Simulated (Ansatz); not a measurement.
SiNi: what the smearing entropy tells about the Fermi level

Computed with DFT PBE, scalar-relativistic, plane waves, PAW in Ansatz.

```yaml
crystal:
  lattice:
    - [3.02662, 0.00000, 0.00000]
    - [0.00000, 3.27350, 0.00000]
    - [0.00000, 0.00000, 4.69776]
  atoms:
    - { symbol: Si, position: [0.50000, 0.50000, 0.84230] }
    - { symbol: Si, position: [0.00000, 0.00000, 0.15770] }
    - { symbol: Ni, position: [0.50000, 0.50000, 0.34422] }
    - { symbol: Ni, position: [0.00000, 0.00000, 0.65578] }
```

The plane-wave cutoff is 420 eV. The Γ-centred k-mesh is 14×12×10. The spin treatment is unpolarised.

The same metal under several smearings of width σ, on one mesh. F is the free energy, TS the smearing's entropy term for the cell of 4 atoms, and E = F + TS. Gaussian occupations are ½ erfc[(ε − μ)/σ], and N counts both spins.

```tsv
rule	σ (eV)	F − F(narrowest) (meV/atom)	TS (meV/cell)
Fermi–Dirac	0.02	-0.182	1.619
Fermi–Dirac	0.1	-4.869	38.553
Fermi–Dirac	0.5	-145.296	1405.052
Gaussian	0.02	0.000	0.296
Gaussian	0.1	-0.733	5.970
```

Question: For a density of states N (both spins) that is flat over the smeared range, TS = Nσ²/2 (Gaussian) and (π²/3)Nσ² (Fermi–Dirac). What N does each run give?

Answer:
```csv
rule,σ (eV),N (states/eV a cell)
Fermi–Dirac,0.02,1.23
Fermi–Dirac,0.1,1.17
Fermi–Dirac,0.5,1.71
Gaussian,0.02,1.48
Gaussian,0.1,1.19
```

Equal entropy needs σ_Gauss = π√(2/3) σ_FD = 2.57 σ_FD, so a Fermi–Dirac width acts like a Gaussian one 2.57 times as large. At moderate widths N lies between 1.17 and 1.23, nearly constant, so the density of states is smooth near the Fermi level and the mesh resolves it. At the narrowest widths only the few mesh levels within σ of μ count, so N can scatter there.

Question: To second order F = E0 − TS/2 and E = E0 + TS/2. How well does E0 = (E + F)/2 undo the smearing?

Answer:
```
       rule  σ (eV) F − E0(narrowest) (meV/atom) (E + F)/2 − E0(narrowest) (meV/atom)
Fermi–Dirac    0.02                         -0.22                                 -0.02
Fermi–Dirac     0.1                         -4.91                                 -0.09
Fermi–Dirac     0.5                       -145.33                                 30.30
   Gaussian    0.02                         -0.04                                  0.00
   Gaussian     0.1                         -0.77                                 -0.02
```

At Fermi–Dirac 0.1 eV the free energy is off by -4.91 meV/atom and the mean by -0.09. What remains is of order σ⁴ plus the mesh error of the narrowest run, which is no exact reference. Forces and stress are derivatives of F, not of E0, so they keep the σ² error.

This form isn't the usual stable structure of the compound.